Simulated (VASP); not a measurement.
Here is a VASP 6.6.1 calculation.

Contents of INCAR:

```
SYSTEM = BeTe
PREC = Accurate
ENCUT = 580
EDIFF = 1E-7
ISMEAR = -1
SIGMA = 0.05
LREAL = .False.
LASPH = .True.
NELM = 100
ALGO = Fast
ISIF = 3
LWAVE = .False.
LCHARG = .False.
GGA = PE
IBRION = 2
NSW = 40
EDIFFG = -0.005
```

KPOINTS

```
regular mesh
0
Gamma
  8 8 8
  0 0 0
```

POSCAR

```
BeTe
1.0
    0.0000000000      2.7700000000      2.7700000000
    2.7700000000      0.0000000000      2.7700000000
    2.7700000000      2.7700000000      0.0000000000
Te Be
1 1
Direct
    0.7500000000      0.7500000000      0.7500000000
    0.0000000000      0.0000000000      0.0000000000
```

Potentials or basis: VASP PAW PBE potentials, release 64 (Te, Be).

Command:

```console
$ cat potpaw_PBE.64/Te/POTCAR potpaw_PBE.64/Be/POTCAR > POTCAR
$ mpirun -np 1 vasp_std > vasp.out
```

Question: What does it give for the space group after relaxing (to 0.05 Å)?

Answer: F-43m (No. 216).

Question: What does it give for the band gap on the k mesh?

Answer: 2.02 eV, indirect (least direct gap 3.62 eV).

Question: Estimate the relaxed volume.

Answer: 22.76 Å³/atom.

Question: What does it give for the relaxed cell?

Answer: a = 4.008 Å, b = 4.008 Å, c = 4.008 Å, α = 60.00°, β = 60.00°, γ = 60.00°.

Final structure:
```
CELL_PARAMETERS angstrom
0.00000 2.83394 2.83394
2.83394 0.00000 2.83394
2.83394 2.83394 0.00000
ATOMIC_POSITIONS crystal
Te 0.75000 0.75000 0.75000
Be 0.00000 0.00000 0.00000
```

Caveat: spin-orbit coupling is left out, which moves the levels of the heavy elements. Zero-point motion and thermal expansion aren't in these numbers.
